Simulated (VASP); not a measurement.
# BaTiO3 (P4mm) in VASP: settings compared

The runs below take BaTiO3 through single point, relaxation of cell and atoms, with PBE, LDA.

Program: VASP 6.6.1. These are calculated values, not measurements. Logs are shortened: lines on timing, memory, paths and dates and some standing lists are left out, and cuts for length are marked.

### Step 1. The structure

Symmetry: P4mm, No. 99, tetragonal system. The conventional cell has a = 4.000 Å, b = 4.000 Å, c = 4.018 Å, α = 90.00°, β = 90.00°, γ = 90.00°. Ba (site symmetry 4mm) is surrounded by 12 O at 2.79 to 2.88 Å. Around Ti (site symmetry 4mm) lie 6 O at 1.89 to 2.13 Å. O (site symmetry 2mm) has 2 Ti at 2.00 Å as nearest neighbours. O (site symmetry 4mm) is surrounded by 2 Ti at 1.89 to 2.13 Å.

### Step 2. Single point, PBE

INCAR

```
SYSTEM = BaTiO3
PREC = Accurate ; ENCUT = 520
EDIFF = 1E-5 ; ISMEAR = 0
SIGMA = 0.05 ; LREAL = .False.
LASPH = .True. ; NELM = 100
ALGO = Normal ; ISIF = 2
LWAVE = .False. ; LCHARG = .False.
GGA = PE ; NBANDS = 28
ADDGRID = .False.
```

KPOINTS

```
regular mesh
0
Gamma
  7 7 7
  0 0 0
```

POSCAR

```
BaTiO3
1.0
    3.9998000000      0.0000000000      0.0000000000
    0.0000000000      3.9998000000      0.0000000000
    0.0000000000      0.0000000000      4.0180000000
Ba Ti O
1 1 3
Direct
    0.0050340000     -0.0151990000     -0.0081960000
    0.5109990000      0.5026790000      0.4796360000
   -0.0079330000      0.4990990000      0.5319510000
    0.5087000000     -0.0034200000      0.5100070000
    0.5274750000      0.4823970000      0.0100750000
```

Potentials or basis: VASP PAW PBE potentials, release 64 (Ba_sv, Ti_sv, O).

The run is started by

```console
cat potpaw_PBE.64/Ba_sv/POTCAR potpaw_PBE.64/Ti_sv/POTCAR potpaw_PBE.64/O/POTCAR > POTCAR
mpirun -np 1 vasp_std > vasp.out
```

OUTCAR:

```text
SYSTEM = BaTiO3
   PREC = Accurate
   ENCUT = 520
   EDIFF = 1E-5
   ISMEAR = 0
   LREAL = .False.
   LASPH = .True.
   NELM = 100
   ISIF = 2
   GGA = PE

 Found    172 irreducible k-points:

 Following reciprocal coordinates:
            Coordinates               Weight
  0.000000  0.000000  0.000000      1.000000
  0.142857  0.000000  0.000000      2.000000
  0.000000  0.142857  0.000000      2.000000
  0.285714  0.000000  0.000000      2.000000
  0.000000  0.285714  0.000000      2.000000
  0.428571  0.000000  0.000000      2.000000
   k-points           NKPTS =    172   k-points in BZ     NKDIM =    172   number of bands    NBANDS=     28
   number of dos      NEDOS =    301   number of ions     NIONS =      5
   total plane-waves  NPLWV =  27000
   dimension x,y,z NGX =    30 NGY =   30 NGZ =   30
   dimension x,y,z NGXF=    60 NGYF=   60 NGZF=   60
   ions per type =               1   1   3
   NGX,Y,Z   is equivalent  to a cutoff of  12.47, 12.47, 12.41 a.u.
   NGXF,Y,Z  is equivalent  to a cutoff of  24.94, 24.94, 24.83 a.u.
 SYSTEM =  BaTiO3
   PREC   = accura    normal or accurate (medium, high low for compatibility)
   ISTART =      0    job   : 0-new  1-cont  2-samecut
   ICHARG =      2    charge: 1-file 2-atom 10-const
   ISPIN  =      1    spin polarized calculation?
   LNONCOLLINEAR =      F non collinear calculations
   LSORBIT =      F    spin-orbit coupling
   LASPH  =      T    aspherical Exc in radial PAW
   ENCUT  =  520.0 eV  38.22 Ry    6.18 a.u.   7.44  7.44  7.47*2*pi/ulx,y,z
   NELM   =    100;   NELMIN=  2; NELMDL= -5     # of ELM steps
   EDIFF  = 0.1E-04   stopping-criterion for ELM
   LREAL  =      F    real-space projection
   EDIFFG = 0.1E-03   stopping-criterion for IOM
   NSW    =      0    number of steps for IOM
   IBRION =     -1    ionic relax: 0-MD 1-quasi-New 2-CG
   NFREE  =      0    steps in history (QN), initial steepest desc. (CG)
   ISIF   =      2    stress and relaxation
   ISYM   =      2    0-nonsym 1-usesym 2-fastsym
   POTIM  = 0.5000    time-step for ionic-motion
   TEBEG  =    0.0;   TEEND  =   0.0 temperature during run
   PSTRESS=    0.0 pullay stress
   NELECT =      40.0000    total number of electrons
   NUPDOWN=      -1.0000    fix difference up-down
   EMIN   =  10.00;   EMAX   =-10.00  energy-range for DOS
   EFERMI =   0.00;   METHOD = LEGACY
   ISMEAR =     0;   SIGMA  =   0.05  broadening in eV -4-tet -1-fermi 0-gaus
   EFERMI_NEDOS =   21; number of points for ismear=-14 and -15
   IALGO  =     38    algorithm
   IMIX   =      4    mixing-type and parameters
     AMIX     =   0.40;   BMIX     =  1.00
     AMIX_MAG =   1.60;   BMIX_MAG =  1.00
  volume/ion in A,a.u.               =      12.86        86.76
  Fermi-wavevector in a.u.,A,eV,Ry     =   1.397653  2.641181 26.578078  1.953434
  Thomas-Fermi vector in A             =   2.520888
   LORBIT       =      0    0 simple, 1 ext, 2 COOP (PROOUT), +10 PAW based schemes
   GGA     = PE    functional components
   LHFCALC =     F    Hartree Fock is set to
   AEXX    =    0.0000 exact exchange contribution
   IVDW    =     0    specifies the selected vdW correction
   LEPSILON=     F    determine dielectric tensor
   LRPA    =     F    only Hartree local field effects (RPA)
 non-spin polarized calculation
 Gauss-broadening in eV      SIGMA  =   0.05
  energy-cutoff  :      520.00
  volume of cell :       64.28
 maximum number of plane-waves:      1755
 NGX is ok and might be reduce to    30
   NGX = 15   NGY = 15   NGZ = 15

 number of electron      40.0000002 magnetization

 Free energy of the ion-electron system (eV)
  ---------------------------------------------------
  ext. energy  EPLUGINS =         0.00000000
  ---------------------------------------------------
  free energy    TOTEN  =       -39.87560527 eV

  energy without entropy =      -39.87560527  energy(sigma->0) =      -39.87560527

 E-fermi :   4.0663     XC(G=0): -11.2390

 val. band max:        3.7410178109   @ k =  -0.4286   0.4286   0.4286
 cond. band min:       5.6969849645   @ k =   0.0000   0.0000   0.0000
 fundamental gap:      1.9559671537
 Fermi energy:         4.0662647614

 k-point     1 :       0.0000    0.0000    0.0000
  band No.  band energies     occupation
      1     -52.7240      2.00000
      2     -28.9648      2.00000
      3     -28.9489      2.00000
      4     -28.9369      2.00000
      5     -21.0025      2.00000
      6     -13.0813      2.00000
[... 20 lines left out ...]
     27       8.9572      0.00000
     28      11.0773      0.00000

 k-point     2 :       0.1429    0.0000    0.0000
  band No.  band energies     occupation
      1     -52.7238      2.00000
      2     -28.9647      2.00000
      3     -28.9583      2.00000
      4     -28.9366      2.00000
      5     -20.9804      2.00000
      6     -13.0973      2.00000
[... 20 lines left out ...]
     27       9.3289      0.00000
     28      11.5513      0.00000

 k-point     3 :       0.0000    0.1429    0.0000
  band No.  band energies     occupation
      1     -52.7238      2.00000
      2     -28.9644      2.00000
      3     -28.9485      2.00000
      4     -28.9469      2.00000
      5     -20.9800      2.00000
      6     -13.1013      2.00000
[... 20 lines left out ...]
     27       9.3160      0.00000
     28      11.5515      0.00000

 k-point     4 :       0.2857    0.0000    0.0000
  band No.  band energies     occupation
      1     -52.7234      2.00000
      2     -28.9807      2.00000
      3     -28.9632      2.00000
      4     -28.9357      2.00000
      5     -20.9299      2.00000
      6     -13.1886      2.00000
[... 20 lines left out ...]
     27      10.2606      0.00000
     28      12.2170      0.00000

 k-point     5 :       0.0000    0.2857    0.0000
  band No.  band energies     occupation
      1     -52.7234      2.00000
      2     -28.9695      2.00000
      3     -28.9633      2.00000
      4     -28.9477      2.00000
      5     -20.9285      2.00000
      6     -13.2033      2.00000
[... 20 lines left out ...]
     27      10.2298      0.00000
     28      12.1452      0.00000

 k-point     6 :       0.4286    0.0000    0.0000
  band No.  band energies     occupation
      1     -52.7230      2.00000
      2     -28.9980      2.00000
      3     -28.9626      2.00000
      4     -28.9351      2.00000
      5     -20.8885      2.00000
      6     -13.2947      2.00000
[... 20 lines left out ...]
     27      11.2403      0.00000
     28      12.1373      0.00000

 [... further k-points ...]

------------------------ aborting loop because EDIFF is reached ----------------------------------------

  FORCE on cell =-STRESS in cart. coord.  units (eV):
  Direction    XX          YY          ZZ          XY          YZ          ZX
  --------------------------------------------------------------------------------------
  -------------------------------------------------------------------------------------
  Total        1.7275436      1.8121094      2.1464250      0.0440921     -0.0278917     -0.0538752
  in kB       43.0579271     45.1656762     53.4982785      1.0989667     -0.6951830     -1.3428042
  external PRESSURE =      47.2406273 kB  Pullay stress =       0.0000000 kB

 VOLUME and BASIS-vectors are now :
 -----------------------------------------------------------------------------
  energy-cutoff  :      520.00
  volume of cell :       64.28
      direct lattice vectors                 reciprocal lattice vectors
     3.999800000  0.000000000  0.000000000     0.250012501  0.000000000  0.000000000
     0.000000000  3.999800000  0.000000000     0.000000000  0.250012501  0.000000000
     0.000000000  0.000000000  4.018000000     0.000000000  0.000000000  0.248880040

 POSITION                                       TOTAL-FORCE (eV/Angst)
 -----------------------------------------------------------------------------------
      0.02013      3.93901      3.98507         0.135677      0.362362      0.147353
      2.04389      2.01062      1.92718         0.295482     -0.207953      0.072747
      3.96807      1.99630      2.13738         0.646996     -0.073397     -0.690096
      2.03470      3.98612      2.04921        -0.351663     -0.363535     -0.231773
      2.10979      1.92949      0.04048        -0.726491      0.282523      0.701769
 -----------------------------------------------------------------------------------
    total drift:                               -0.000964     -0.001040      0.000221

  FREE ENERGIE OF THE ION-ELECTRON SYSTEM (eV)
  ---------------------------------------------------
  free  energy   TOTEN  =       -39.8756052679 eV

  energy  without entropy=      -39.8756052679  energy(sigma->0) =      -39.87560527
```

OSZICAR:

```text
N       E                     dE             d eps       ncg     rms          rms(c)
DAV:   1     0.439318295815E+03    0.43932E+03   -0.20956E+04  9632   0.155E+03
DAV:   2    -0.377164668940E+01   -0.44309E+03   -0.42127E+03 11108   0.429E+02
DAV:   3    -0.485058496469E+02   -0.44734E+02   -0.44305E+02 13248   0.135E+02
DAV:   4    -0.507338877326E+02   -0.22280E+01   -0.22233E+01 14744   0.255E+01
DAV:   5    -0.508005448780E+02   -0.66657E-01   -0.66647E-01 13016   0.345E+00    0.232E+01
DAV:   6    -0.400934685116E+02    0.10707E+02   -0.57199E+01 14420   0.675E+01    0.101E+01
DAV:   7    -0.400573097972E+02    0.36159E-01   -0.10857E+01 13096   0.242E+01    0.692E+00
DAV:   8    -0.398710526683E+02    0.18626E+00   -0.62388E-01 11892   0.717E+00    0.364E+00
DAV:   9    -0.399082180186E+02   -0.37165E-01   -0.39365E-01 14112   0.544E+00    0.168E+00
DAV:  10    -0.398798229193E+02    0.28395E-01   -0.18422E-01 11476   0.436E+00    0.567E-01
DAV:  11    -0.398756769736E+02    0.41459E-02   -0.15813E-02 11980   0.781E-01    0.140E-01
DAV:  12    -0.398756411727E+02    0.35801E-04   -0.99623E-04 11220   0.213E-01    0.534E-02
DAV:  13    -0.398755995398E+02    0.41633E-04   -0.26744E-04 11480   0.172E-01    0.237E-02
DAV:  14    -0.398756052679E+02   -0.57281E-05   -0.58199E-05 10056   0.584E-02
   1 F= -.39875605E+02 E0= -.39875605E+02  d E =-.137115E-21
```

stdout:

```text
POSCAR found type information on POSCAR BaTiO
 POSCAR found :  3 types and       5 ions
 scaLAPACK will be used
 LDA part: xc-table for (Slater+PW92), standard interpolation
 POSCAR, INCAR and KPOINTS ok, starting setup
 FFT: planning ... GRIDC
 FFT: planning ... GRID_SOFT
 FFT: planning ... GRID
 WAVECAR not read
 entering main loop
```

Run time: 2.7 min. Hardware: 1 thread of Intel Xeon Platinum 8488C (Sapphire Rapids), shared host; peak memory 0.4 GiB.

These settings aren't checked as converged: the numbers below hold their error.

Results:

| Item | Value |
| --- | --- |
| Free energy | -39.8756 eV |
| Pressure | 4.7 GPa |
| Largest force | 1.049 eV/Å |
| Band gap on the k mesh | 1.96 eV, indirect (least direct gap 2.16 eV) |

Caveat: spin-orbit coupling is left out, which moves the levels of the heavy elements; an odd mesh through Γ misses points on the zone boundary, where band edges often lie.

### Step 3. Single point, PBE

INCAR, as its differences from that of step 2:

```diff
@@ -1,4 +1,4 @@
 SYSTEM = BaTiO3
-PREC = Accurate ; ENCUT = 520
-EDIFF = 1E-5 ; ISMEAR = 0
+PREC = Accurate ; ENCUT = 460
+EDIFF = 1E-7 ; ISMEAR = 0
 SIGMA = 0.05 ; LREAL = .False.
```

KPOINTS

```
regular mesh
0
Gamma
  8 8 8
  0 0 0
```

POSCAR

```
BaTiO3
1.0
    3.9998000000      0.0000000000      0.0000000000
    0.0000000000      3.9998000000      0.0000000000
    0.0000000000      0.0000000000      4.0180000000
Ba Ti O
1 1 3
Direct
    0.0000000000      0.0000000000      0.0000000000
    0.5000000000      0.5000000000      0.4900000000
    0.0000000000      0.5000000000      0.5170000000
    0.5000000000      0.0000000000      0.5170000000
    0.5000000000      0.5000000000      0.0190000000
```

Potentials or basis: VASP PAW PBE potentials, release 64 (Ba_sv, Ti_sv, O).

The run is started by

```console
cat potpaw_PBE.64/Ba_sv/POTCAR potpaw_PBE.64/Ti_sv/POTCAR potpaw_PBE.64/O/POTCAR > POTCAR
mpirun -np 1 vasp_std > vasp.out
```

OUTCAR:

```text
SYSTEM = BaTiO3
   PREC = Accurate
   ENCUT = 460
   EDIFF = 1E-7
   ISMEAR = 0
   LREAL = .False.
   LASPH = .True.
   NELM = 100
   ISIF = 2
   GGA = PE

 Found     75 irreducible k-points:

 Following reciprocal coordinates:
            Coordinates               Weight
  0.000000  0.000000  0.000000      1.000000
  0.125000  0.000000  0.000000      4.000000
  0.250000  0.000000  0.000000      4.000000
  0.375000  0.000000  0.000000      4.000000
  0.500000  0.000000  0.000000      2.000000
  0.125000  0.125000  0.000000      4.000000
   k-points           NKPTS =     75   k-points in BZ     NKDIM =     75   number of bands    NBANDS=     28
   number of dos      NEDOS =    301   number of ions     NIONS =      5
   total plane-waves  NPLWV =  21952
   dimension x,y,z NGX =    28 NGY =   28 NGZ =   28
   dimension x,y,z NGXF=    56 NGYF=   56 NGZF=   56
   ions per type =               1   1   3
   NGX,Y,Z   is equivalent  to a cutoff of  11.64, 11.64, 11.59 a.u.
   NGXF,Y,Z  is equivalent  to a cutoff of  23.28, 23.28, 23.17 a.u.
 SYSTEM =  BaTiO3
[... 56 lines left out ...]

  energy without entropy =      -39.99044274  energy(sigma->0) =      -39.99044274

 E-fermi :   4.1103     XC(G=0): -11.2419

 val. band max:        3.8463950040   @ k =   0.5000   0.5000   0.5000
 cond. band min:       5.6180389335   @ k =   0.0000   0.0000   0.0000
 fundamental gap:      1.7716439295
 Fermi energy:         4.1102981220

 k-point     1 :       0.0000    0.0000    0.0000
  band No.  band energies     occupation
      1     -52.7545      2.00000
      2     -28.9971      2.00000
      3     -28.9672      2.00000
      4     -28.9672      2.00000
      5     -21.0132      2.00000
      6     -13.0735      2.00000
[... 175 lines left out ...]
     27       9.4424      0.00000
     28      11.7441      0.00000

 [... further k-points ...]

------------------------ aborting loop because EDIFF is reached ----------------------------------------

  FORCE on cell =-STRESS in cart. coord.  units (eV):
  Direction    XX          YY          ZZ          XY          YZ          ZX
  --------------------------------------------------------------------------------------
  -------------------------------------------------------------------------------------
  Total        1.2465545      1.2465545      1.6216518      0.0000000      0.0000000      0.0000000
  in kB       31.0695787     31.0695787     40.4186407      0.0000000      0.0000000      0.0000000
  external PRESSURE =      34.1859327 kB  Pullay stress =       0.0000000 kB

 VOLUME and BASIS-vectors are now :
 -----------------------------------------------------------------------------
  energy-cutoff  :      460.00
  volume of cell :       64.28
      direct lattice vectors                 reciprocal lattice vectors
     3.999800000  0.000000000  0.000000000     0.250012501  0.000000000  0.000000000
     0.000000000  3.999800000  0.000000000     0.000000000  0.250012501  0.000000000
     0.000000000  0.000000000  4.018000000     0.000000000  0.000000000  0.248880040

 POSITION                                       TOTAL-FORCE (eV/Angst)
 -----------------------------------------------------------------------------------
      0.00000      0.00000      0.00000        -0.000000     -0.000000      0.075460
      1.99990      1.99990      1.96882        -0.000000      0.000000     -0.113757
      0.00000      1.99990      2.07731         0.000000     -0.000000     -0.117490
      1.99990      0.00000      2.07731        -0.000000     -0.000000     -0.117490
      1.99990      1.99990      0.07634        -0.000000     -0.000000      0.273277
 -----------------------------------------------------------------------------------
    total drift:                                0.000000      0.000000      0.000118

  FREE ENERGIE OF THE ION-ELECTRON SYSTEM (eV)
  ---------------------------------------------------
  free  energy   TOTEN  =       -39.9904427391 eV

  energy  without entropy=      -39.9904427391  energy(sigma->0) =      -39.99044274
```

stdout:

```text
POSCAR found type information on POSCAR BaTiO
 POSCAR found :  3 types and       5 ions
 scaLAPACK will be used
 LDA part: xc-table for (Slater+PW92), standard interpolation
 POSCAR, INCAR and KPOINTS ok, starting setup
 FFT: planning ... GRIDC
 FFT: planning ... GRID_SOFT
 FFT: planning ... GRID
 WAVECAR not read
 entering main loop
```

It took 62 s on 1 thread of Intel Xeon Platinum 8488C (Sapphire Rapids), shared host; peak memory 0.23 GiB.

These settings aren't checked as converged: the numbers below hold their error.

Results:

```
Free energy            : -39.9904 eV
Pressure               : 3.4 GPa
Largest force          : 0.273 eV/Å
Band gap on the k mesh : 1.77 eV, indirect (least direct gap 2.06 eV)
```

Caveat: the cutoff is under 1.25 times the usual one of these potentials, so pressure, stress and relaxed cells hold a basis-set (Pulay) error; spin-orbit coupling is left out, which moves the levels of the heavy elements.

### Step 4. Single point, PBE

INCAR is that of step 3.

KPOINTS is that of step 3.

POSCAR

```
BaTiO3
1.0
    3.9998000000      0.0000000000      0.0000000000
    0.0000000000      3.9998000000      0.0000000000
    0.0000000000      0.0000000000      4.0180000000
Ba Ti O
1 1 3
Direct
    0.0050340000     -0.0151990000     -0.0081960000
    0.5109990000      0.5026790000      0.4796360000
   -0.0079330000      0.4990990000      0.5319510000
    0.5087000000     -0.0034200000      0.5100070000
    0.5274750000      0.4823970000      0.0100750000
```

The run is started by

```console
cat potpaw_PBE.64/Ba_sv/POTCAR potpaw_PBE.64/Ti_sv/POTCAR potpaw_PBE.64/O/POTCAR > POTCAR
mpirun -np 1 vasp_std > vasp.out
```

Wall time 3.6 min (1 thread of Intel Xeon Platinum 8488C (Sapphire Rapids), shared host); peak memory 0.45 GiB.

The run converged, but some of its settings lie outside the range that counts as converged, so its numbers aren't taken as properties of the crystal.

Results:

```yaml
Free_energy: -39.8838 eV
Pressure: 4.0 GPa
Largest_force: 1.050 eV/Å
Band_gap_on_the_k_mesh: 1.87 eV, indirect (least direct gap 2.15 eV)
```

Caveat: the cutoff is under 1.25 times the usual one of these potentials, so pressure, stress and relaxed cells hold a basis-set (Pulay) error; spin-orbit coupling is left out, which moves the levels of the heavy elements.

(Part 1 of 2 ends here.)
